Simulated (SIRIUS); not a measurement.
# HgTe (Coloradoite) (F-43m) in SIRIUS: a series of runs, part 2 of 4

SIRIUS 7.12.0. The steps go on from the part before.

### 3 Equation of state, AM05, 31.89 Å³/atom (volume scaled by 0.96)

Input file sirius.json:

```json
{
  "control": {
    "processing_unit": "cpu",
    "std_evp_solver_name": "lapack",
    "gen_evp_solver_name": "lapack",
    "verbosity": 2,
    "print_forces": false,
    "ortho_rf": true,
    "use_second_variation": true,
    "rmt_max": 3.0,
    "num_bands_to_print": 24,
    "save_wf": true
  },
  "parameters": {
    "electronic_structure_method": "full_potential_lapwlo",
    "xc_functionals": ["XC_GGA_X_AM05", "XC_GGA_C_AM05"],
    "core_relativity": "dirac",
    "valence_relativity": "iora",
    "num_fv_states": 36,
    "smearing": "fermi_dirac",
    "smearing_width": 0.0018374661,
    "pw_cutoff": 20,
    "gk_cutoff": 3.49,
    "lmax_apw": 11,
    "lmax_rho": 8,
    "lmax_pot": 8,
    "num_mag_dims": 0,
    "auto_rmt": 0,
    "ngridk": [7, 7, 7],
    "shiftk": [0, 0, 0],
    "num_dft_iter": 80,
    "energy_tol": 1e-07,
    "density_tol": 1e-05,
    "use_symmetry": true
  },
  "settings": {"tol_ne": 1e-10},
  "iterative_solver": {"type": "exact"},
  "mixer": {"type": "anderson", "beta": 0.5, "max_history": 8},
  "unit_cell": {
    "lattice_vectors": [[0.0, 5.992426393, 5.992426393], [5.992426393, 0.0, 5.992426393], [5.992426393, 5.992426393, 0.0]],
    "atom_types": ["Hg", "Te"],
    "atom_files": {"Hg": "Hg.json", "Te": "Te.json"},
    "atoms": {"Hg": [[0.0, 0.0, 0.0]], "Te": [[0.75, 0.75, 0.75]]}
  }
}
```

Input file Hg.json:

```json
{
  "name": "mercury",
  "symbol": "Hg",
  "number": 80,
  "mass": 200.59,
  "rmin": 1e-06,
  "rmt": 2.58,
  "nrmt": 800,
  "rinf": 12.86,
  "core": "1s2s2p3s3p3d4s4p4d",
  "valence": [
    {"basis": [{"enu": -0.02, "dme": 0, "n": 0, "auto": 0}, {"enu": -0.02, "dme": 1, "n": 0, "auto": 0}]},
    {"l": 0, "n": 1, "basis": [{"enu": 0.08, "dme": 0, "n": 0, "auto": 0}]},
    {"l": 1, "n": 2, "basis": [{"enu": 0.08, "dme": 0, "n": 0, "auto": 0}]},
    {"l": 2, "n": 3, "basis": [{"enu": 0.0745, "dme": 0, "n": 0, "auto": 0}]},
    {"l": 3, "n": 4, "basis": [{"enu": 0.08, "dme": 0, "n": 0, "auto": 0}]},
    {"l": 4, "n": 5, "basis": [{"enu": 0.08, "dme": 0, "n": 0, "auto": 0}]}
  ],
  "lo": [
    {"l": 0, "basis": [{"enu": 0.08, "dme": 0, "n": 0, "auto": 0}, {"enu": 0.08, "dme": 1, "n": 0, "auto": 0}]},
    {
      "l": 0,
      "basis": [{"enu": -3.9942, "dme": 0, "n": 5, "auto": 1}, {"enu": -3.9942, "dme": 1, "n": 5, "auto": 1}]
    },
    {
      "l": 0,
      "basis": [{"enu": -3.9942, "dme": 1, "n": 5, "auto": 1}, {"enu": 0.08, "dme": 0, "n": 0, "auto": 0}]
    },
    {"l": 0, "basis": [{"enu": 0.08, "dme": 0, "n": 0, "auto": 0}, {"enu": 2.4837, "dme": 0, "n": 0, "auto": 0}]},
    {"l": 1, "basis": [{"enu": 0.08, "dme": 0, "n": 0, "auto": 0}, {"enu": 0.08, "dme": 1, "n": 0, "auto": 0}]},
    {
      "l": 1,
      "basis": [{"enu": -2.1055, "dme": 0, "n": 5, "auto": 1}, {"enu": -2.1055, "dme": 1, "n": 5, "auto": 1}]
    },
    {
      "l": 1,
      "basis": [{"enu": -2.1055, "dme": 1, "n": 5, "auto": 1}, {"enu": 0.08, "dme": 0, "n": 0, "auto": 0}]
    },
    {"l": 1, "basis": [{"enu": 0.08, "dme": 0, "n": 0, "auto": 0}, {"enu": 2.8443, "dme": 0, "n": 0, "auto": 0}]},
    {
      "l": 2,
      "basis": [{"enu": 0.0745, "dme": 0, "n": 0, "auto": 0}, {"enu": 0.0745, "dme": 1, "n": 0, "auto": 0}]
    },
    {
      "l": 2,
      "basis": [{"enu": 0.0745, "dme": 1, "n": 0, "auto": 0}, {"enu": 0.0745, "dme": 2, "n": 0, "auto": 0}]
    },
    {
      "l": 2,
      "basis": [{"enu": 0.0745, "dme": 0, "n": 0, "auto": 0}, {"enu": 2.4181, "dme": 0, "n": 0, "auto": 0}]
    },
    {"l": 3, "basis": [{"enu": 0.08, "dme": 0, "n": 0, "auto": 0}, {"enu": 0.08, "dme": 1, "n": 0, "auto": 0}]},
    {
      "l": 3,
      "basis": [{"enu": -3.2137, "dme": 0, "n": 4, "auto": 1}, {"enu": -3.2137, "dme": 1, "n": 4, "auto": 1}]
    },
    {
      "l": 3,
      "basis": [{"enu": -3.2137, "dme": 1, "n": 4, "auto": 1}, {"enu": 0.08, "dme": 0, "n": 0, "auto": 0}]
    },
    {"l": 3, "basis": [{"enu": 0.08, "dme": 0, "n": 0, "auto": 0}, {"enu": 3.5654, "dme": 0, "n": 0, "auto": 0}]},
    {"l": 4, "basis": [{"enu": 0.08, "dme": 0, "n": 0, "auto": 0}, {"enu": 0.08, "dme": 1, "n": 0, "auto": 0}]},
    {"l": 4, "basis": [{"enu": 0.08, "dme": 0, "n": 0, "auto": 0}, {"enu": 2.9644, "dme": 0, "n": 0, "auto": 0}]}
  ],
  "free_atom": [... radial grid and density of the free atom, the start of the SCF ...]
}
```

Input file Te.json:

```json
{
  "name": "tellurium",
  "symbol": "Te",
  "number": 52,
  "mass": 127.6,
  "rmin": 1e-06,
  "rmt": 2.48,
  "nrmt": 800,
  "rinf": 14.28,
  "core": "1s2s2p3s3p3d",
  "valence": [
    {"basis": [{"enu": -0.02, "dme": 0, "n": 0, "auto": 0}, {"enu": -0.02, "dme": 1, "n": 0, "auto": 0}]},
    {"l": 0, "n": 1, "basis": [{"enu": -0.0391, "dme": 0, "n": 0, "auto": 0}]},
    {"l": 1, "n": 2, "basis": [{"enu": 0.08, "dme": 0, "n": 0, "auto": 0}]},
    {"l": 2, "n": 3, "basis": [{"enu": 0.08, "dme": 0, "n": 0, "auto": 0}]},
    {"l": 3, "n": 4, "basis": [{"enu": 0.08, "dme": 0, "n": 0, "auto": 0}]}
  ],
  "lo": [
    {
      "l": 0,
      "basis": [{"enu": -0.0391, "dme": 0, "n": 0, "auto": 0}, {"enu": -0.0391, "dme": 1, "n": 0, "auto": 0}]
    },
    {
      "l": 0,
      "basis": [{"enu": -5.7039, "dme": 0, "n": 4, "auto": 1}, {"enu": -5.7039, "dme": 1, "n": 4, "auto": 1}]
    },
    {
      "l": 0,
      "basis": [{"enu": -5.7039, "dme": 1, "n": 4, "auto": 1}, {"enu": -0.0391, "dme": 0, "n": 0, "auto": 0}]
    },
    {
      "l": 0,
      "basis": [{"enu": -0.0391, "dme": 0, "n": 0, "auto": 0}, {"enu": 2.5623, "dme": 0, "n": 0, "auto": 0}]
    },
    {"l": 1, "basis": [{"enu": 0.08, "dme": 0, "n": 0, "auto": 0}, {"enu": 0.08, "dme": 1, "n": 0, "auto": 0}]},
    {
      "l": 1,
      "basis": [{"enu": -3.886, "dme": 0, "n": 4, "auto": 1}, {"enu": -3.886, "dme": 1, "n": 4, "auto": 1}]
    },
    {"l": 1, "basis": [{"enu": -3.886, "dme": 1, "n": 4, "auto": 1}, {"enu": 0.08, "dme": 0, "n": 0, "auto": 0}]},
    {"l": 1, "basis": [{"enu": 0.08, "dme": 0, "n": 0, "auto": 0}, {"enu": 3.0717, "dme": 0, "n": 0, "auto": 0}]},
    {"l": 2, "basis": [{"enu": 0.08, "dme": 0, "n": 0, "auto": 0}, {"enu": 0.08, "dme": 1, "n": 0, "auto": 0}]},
    {
      "l": 2,
      "basis": [{"enu": -1.2302, "dme": 0, "n": 4, "auto": 1}, {"enu": -1.2302, "dme": 1, "n": 4, "auto": 1}]
    },
    {
      "l": 2,
      "basis": [{"enu": -1.2302, "dme": 1, "n": 4, "auto": 1}, {"enu": 0.08, "dme": 0, "n": 0, "auto": 0}]
    },
    {"l": 2, "basis": [{"enu": 0.08, "dme": 0, "n": 0, "auto": 0}, {"enu": 3.4619, "dme": 0, "n": 0, "auto": 0}]},
    {"l": 3, "basis": [{"enu": 0.08, "dme": 0, "n": 0, "auto": 0}, {"enu": 0.08, "dme": 1, "n": 0, "auto": 0}]},
    {"l": 3, "basis": [{"enu": 0.08, "dme": 0, "n": 0, "auto": 0}, {"enu": 2.9091, "dme": 0, "n": 0, "auto": 0}]}
  ],
  "free_atom": [... radial grid and density of the free atom, the start of the SCF ...]
}
```

Input file sirius_start.json:

```json
{
  "control": {
    "processing_unit": "cpu",
    "std_evp_solver_name": "lapack",
    "gen_evp_solver_name": "lapack",
    "verbosity": 1,
    "print_forces": false,
    "ortho_rf": true,
    "use_second_variation": true,
    "rmt_max": 3.0,
    "num_bands_to_print": 24,
    "save_wf": false
  },
  "parameters": {
    "electronic_structure_method": "full_potential_lapwlo",
    "xc_functionals": ["XC_LDA_X", "XC_LDA_C_PW"],
    "core_relativity": "dirac",
    "valence_relativity": "iora",
    "num_fv_states": 36,
    "smearing": "fermi_dirac",
    "smearing_width": 0.0055123983,
    "pw_cutoff": 20,
    "gk_cutoff": 2.79,
    "lmax_apw": 11,
    "lmax_rho": 8,
    "lmax_pot": 8,
    "num_mag_dims": 0,
    "auto_rmt": 0,
    "ngridk": [3, 3, 3],
    "shiftk": [0, 0, 0],
    "num_dft_iter": 30,
    "energy_tol": 0.01,
    "density_tol": 0.05,
    "use_symmetry": true
  },
  "settings": {"tol_ne": 1e-10},
  "iterative_solver": {"type": "exact"},
  "mixer": {"type": "anderson", "beta": 0.5, "max_history": 8},
  "unit_cell": {
    "lattice_vectors": [[0.0, 5.992426393, 5.992426393], [5.992426393, 0.0, 5.992426393], [5.992426393, 5.992426393, 0.0]],
    "atom_types": ["Hg", "Te"],
    "atom_files": {"Hg": "Hg.json", "Te": "Te.json"},
    "atoms": {"Hg": [[0.0, 0.0, 0.0]], "Te": [[0.75, 0.75, 0.75]]}
  }
}
```

Potentials or basis: all-electron FP-LAPW, apw+lo standard.

Command:

```bash
> OMP_NUM_THREADS=1 sirius.scf --input=sirius_start.json --output=start.json
> OMP_NUM_THREADS=1 sirius.scf --input=sirius.json --output=output.json --task=1
```

It took 86 s on 1 thread of Arm Neoverse V2, shared host; peak memory 0.55 GiB.

The run converged. Its results:

* Free energy: -719548.5158 eV
* Band gap on the k mesh: none (metal or under the smearing width)
* All electrons inside the program's atomic spheres: Hg 78.53; Te 49.67 (radii Hg 2.58, Te 2.48 bohr)

### 4 Equation of state, AM05, 32.55 Å³/atom (volume scaled by 0.98)

sirius.json, as its differences from that of step 3:

```diff
@@ -39,3 +39,3 @@
   "unit_cell": {
-    "lattice_vectors": [[0.0, 5.992426393, 5.992426393], [5.992426393, 0.0, 5.992426393], [5.992426393, 5.992426393, 0.0]],
+    "lattice_vectors": [[0.0, 6.0337547774, 6.0337547774], [6.0337547774, 0.0, 6.0337547774], [6.0337547774, 6.0337547774, 0.0]],
     "atom_types": ["Hg", "Te"],
```

Input file Hg.json:

```json
{
  "name": "mercury",
  "symbol": "Hg",
  "number": 80,
  "mass": 200.59,
  "rmin": 1e-06,
  "rmt": 2.58,
  "nrmt": 800,
  "rinf": 12.86,
  "core": "1s2s2p3s3p3d4s4p4d",
  "valence": [
    {"basis": [{"enu": -0.03, "dme": 0, "n": 0, "auto": 0}, {"enu": -0.03, "dme": 1, "n": 0, "auto": 0}]},
    {"l": 0, "n": 1, "basis": [{"enu": 0.07, "dme": 0, "n": 0, "auto": 0}]},
    {"l": 1, "n": 2, "basis": [{"enu": 0.07, "dme": 0, "n": 0, "auto": 0}]},
    {"l": 2, "n": 3, "basis": [{"enu": 0.0645, "dme": 0, "n": 0, "auto": 0}]},
    {"l": 3, "n": 4, "basis": [{"enu": 0.07, "dme": 0, "n": 0, "auto": 0}]},
    {"l": 4, "n": 5, "basis": [{"enu": 0.07, "dme": 0, "n": 0, "auto": 0}]}
  ],
  "lo": [
    {"l": 0, "basis": [{"enu": 0.07, "dme": 0, "n": 0, "auto": 0}, {"enu": 0.07, "dme": 1, "n": 0, "auto": 0}]},
    {
      "l": 0,
      "basis": [{"enu": -4.0042, "dme": 0, "n": 5, "auto": 1}, {"enu": -4.0042, "dme": 1, "n": 5, "auto": 1}]
    },
    {
      "l": 0,
      "basis": [{"enu": -4.0042, "dme": 1, "n": 5, "auto": 1}, {"enu": 0.07, "dme": 0, "n": 0, "auto": 0}]
    },
    {"l": 0, "basis": [{"enu": 0.07, "dme": 0, "n": 0, "auto": 0}, {"enu": 2.4737, "dme": 0, "n": 0, "auto": 0}]},
    {"l": 1, "basis": [{"enu": 0.07, "dme": 0, "n": 0, "auto": 0}, {"enu": 0.07, "dme": 1, "n": 0, "auto": 0}]},
    {
      "l": 1,
      "basis": [{"enu": -2.1155, "dme": 0, "n": 5, "auto": 1}, {"enu": -2.1155, "dme": 1, "n": 5, "auto": 1}]
    },
    {
      "l": 1,
      "basis": [{"enu": -2.1155, "dme": 1, "n": 5, "auto": 1}, {"enu": 0.07, "dme": 0, "n": 0, "auto": 0}]
    },
    {"l": 1, "basis": [{"enu": 0.07, "dme": 0, "n": 0, "auto": 0}, {"enu": 2.8343, "dme": 0, "n": 0, "auto": 0}]},
    {
      "l": 2,
      "basis": [{"enu": 0.0645, "dme": 0, "n": 0, "auto": 0}, {"enu": 0.0645, "dme": 1, "n": 0, "auto": 0}]
    },
    {
      "l": 2,
      "basis": [{"enu": 0.0645, "dme": 1, "n": 0, "auto": 0}, {"enu": 0.0645, "dme": 2, "n": 0, "auto": 0}]
    },
    {
      "l": 2,
      "basis": [{"enu": 0.0645, "dme": 0, "n": 0, "auto": 0}, {"enu": 2.4081, "dme": 0, "n": 0, "auto": 0}]
    },
    {"l": 3, "basis": [{"enu": 0.07, "dme": 0, "n": 0, "auto": 0}, {"enu": 0.07, "dme": 1, "n": 0, "auto": 0}]},
    {
      "l": 3,
      "basis": [{"enu": -3.2237, "dme": 0, "n": 4, "auto": 1}, {"enu": -3.2237, "dme": 1, "n": 4, "auto": 1}]
    },
    {
      "l": 3,
      "basis": [{"enu": -3.2237, "dme": 1, "n": 4, "auto": 1}, {"enu": 0.07, "dme": 0, "n": 0, "auto": 0}]
    },
    {"l": 3, "basis": [{"enu": 0.07, "dme": 0, "n": 0, "auto": 0}, {"enu": 3.5554, "dme": 0, "n": 0, "auto": 0}]},
    {"l": 4, "basis": [{"enu": 0.07, "dme": 0, "n": 0, "auto": 0}, {"enu": 0.07, "dme": 1, "n": 0, "auto": 0}]},
    {"l": 4, "basis": [{"enu": 0.07, "dme": 0, "n": 0, "auto": 0}, {"enu": 2.9544, "dme": 0, "n": 0, "auto": 0}]}
  ],
  "free_atom": [... radial grid and density of the free atom, the start of the SCF ...]
}
```

Input file Te.json:

```json
{
  "name": "tellurium",
  "symbol": "Te",
  "number": 52,
  "mass": 127.6,
  "rmin": 1e-06,
  "rmt": 2.48,
  "nrmt": 800,
  "rinf": 14.28,
  "core": "1s2s2p3s3p3d",
  "valence": [
    {"basis": [{"enu": -0.03, "dme": 0, "n": 0, "auto": 0}, {"enu": -0.03, "dme": 1, "n": 0, "auto": 0}]},
    {"l": 0, "n": 1, "basis": [{"enu": -0.0491, "dme": 0, "n": 0, "auto": 0}]},
    {"l": 1, "n": 2, "basis": [{"enu": 0.07, "dme": 0, "n": 0, "auto": 0}]},
    {"l": 2, "n": 3, "basis": [{"enu": 0.07, "dme": 0, "n": 0, "auto": 0}]},
    {"l": 3, "n": 4, "basis": [{"enu": 0.07, "dme": 0, "n": 0, "auto": 0}]}
  ],
  "lo": [
    {
      "l": 0,
      "basis": [{"enu": -0.0491, "dme": 0, "n": 0, "auto": 0}, {"enu": -0.0491, "dme": 1, "n": 0, "auto": 0}]
    },
    {
      "l": 0,
      "basis": [{"enu": -5.7139, "dme": 0, "n": 4, "auto": 1}, {"enu": -5.7139, "dme": 1, "n": 4, "auto": 1}]
    },
    {
      "l": 0,
      "basis": [{"enu": -5.7139, "dme": 1, "n": 4, "auto": 1}, {"enu": -0.0491, "dme": 0, "n": 0, "auto": 0}]
    },
    {
      "l": 0,
      "basis": [{"enu": -0.0491, "dme": 0, "n": 0, "auto": 0}, {"enu": 2.5523, "dme": 0, "n": 0, "auto": 0}]
    },
    {"l": 1, "basis": [{"enu": 0.07, "dme": 0, "n": 0, "auto": 0}, {"enu": 0.07, "dme": 1, "n": 0, "auto": 0}]},
    {
      "l": 1,
      "basis": [{"enu": -3.896, "dme": 0, "n": 4, "auto": 1}, {"enu": -3.896, "dme": 1, "n": 4, "auto": 1}]
    },
    {"l": 1, "basis": [{"enu": -3.896, "dme": 1, "n": 4, "auto": 1}, {"enu": 0.07, "dme": 0, "n": 0, "auto": 0}]},
    {"l": 1, "basis": [{"enu": 0.07, "dme": 0, "n": 0, "auto": 0}, {"enu": 3.0617, "dme": 0, "n": 0, "auto": 0}]},
    {"l": 2, "basis": [{"enu": 0.07, "dme": 0, "n": 0, "auto": 0}, {"enu": 0.07, "dme": 1, "n": 0, "auto": 0}]},
    {
      "l": 2,
      "basis": [{"enu": -1.2402, "dme": 0, "n": 4, "auto": 1}, {"enu": -1.2402, "dme": 1, "n": 4, "auto": 1}]
    },
    {
      "l": 2,
      "basis": [{"enu": -1.2402, "dme": 1, "n": 4, "auto": 1}, {"enu": 0.07, "dme": 0, "n": 0, "auto": 0}]
    },
    {"l": 2, "basis": [{"enu": 0.07, "dme": 0, "n": 0, "auto": 0}, {"enu": 3.4519, "dme": 0, "n": 0, "auto": 0}]},
    {"l": 3, "basis": [{"enu": 0.07, "dme": 0, "n": 0, "auto": 0}, {"enu": 0.07, "dme": 1, "n": 0, "auto": 0}]},
    {"l": 3, "basis": [{"enu": 0.07, "dme": 0, "n": 0, "auto": 0}, {"enu": 2.8991, "dme": 0, "n": 0, "auto": 0}]}
  ],
  "free_atom": [... radial grid and density of the free atom, the start of the SCF ...]
}
```

sirius_start.json, as its differences from that of step 3:

```diff
@@ -39,3 +39,3 @@
   "unit_cell": {
-    "lattice_vectors": [[0.0, 5.992426393, 5.992426393], [5.992426393, 0.0, 5.992426393], [5.992426393, 5.992426393, 0.0]],
+    "lattice_vectors": [[0.0, 6.0337547774, 6.0337547774], [6.0337547774, 0.0, 6.0337547774], [6.0337547774, 6.0337547774, 0.0]],
     "atom_types": ["Hg", "Te"],
```

Command:

```bash
> OMP_NUM_THREADS=1 sirius.scf --input=sirius_start.json --output=start.json
> OMP_NUM_THREADS=1 sirius.scf --input=sirius.json --output=output.json --task=1
```

Wall time 87 s (1 thread of Arm Neoverse V2, shared host); peak memory 0.55 GiB.

Results (log left out):

| Quantity | Value |
| --- | --- |
| Free energy | -719548.5481 eV |
| Band gap on the k mesh | none (metal or under the smearing width) |
| All electrons inside the program's atomic spheres | Hg 78.51; Te 49.65 (radii Hg 2.58, Te 2.48 bohr) |

[end of part 2 of 4]
